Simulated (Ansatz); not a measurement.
Input and command of a plane-wave DFT calculation in Ansatz:

```yaml
crystal:
  lattice:
    - [2.0181972257, 1.1652067115, 8.3033250885]
    - [-2.0181972257, 1.1652067115, 8.3033250885]
    - [0.0, -2.330413423, 8.3033250885]
  atoms:
    - { symbol: In, position: [4.75051e-05, 4.75051e-05, 4.75051e-05] }
    - { symbol: In, position: [0.112176689, 0.112176689, 0.112176689] }
    - { symbol: Se, position: [0.6151385376, 0.6151385376, 0.6151385376] }
    - { symbol: Se, position: [0.8303372683, 0.8303372683, 0.8303372683] }
basis:
  ecutwfc: 420
kpoints:
  mp_grid: { grid: [12, 12, 12] }
  band_path: { path: [VBM, CBM], npoints: 2 }
hamiltonian:
  xc: pbe
  dispersion: d3bj
scf:
  occupations: { method: gaussian, width: 0.02 }
output:
  forces: true
  stress: true
  eigenvalues: true
  write_density: true
  write_potential: true
  elf: true
  volumetric_format: npy
```

```bash
ansatz run input.yaml --threads 1 --pin off --max-ram 2560MiB --backend cpu --events-out ev --progress --plain --runs-dir out
```

Processor: Arm Neoverse V2, 1 thread, on a host shared with other jobs.

Estimate time, memory and problem size.

About 92 s on 1 thread of Arm Neoverse V2 (shared host), peak memory 0.74 GiB. It solves 35 bands at 189 k points (the mesh reduced by the symmetry that the task leaves, which can be less than the crystal's) with about 2295 plane waves, in 7 SCF iterations.
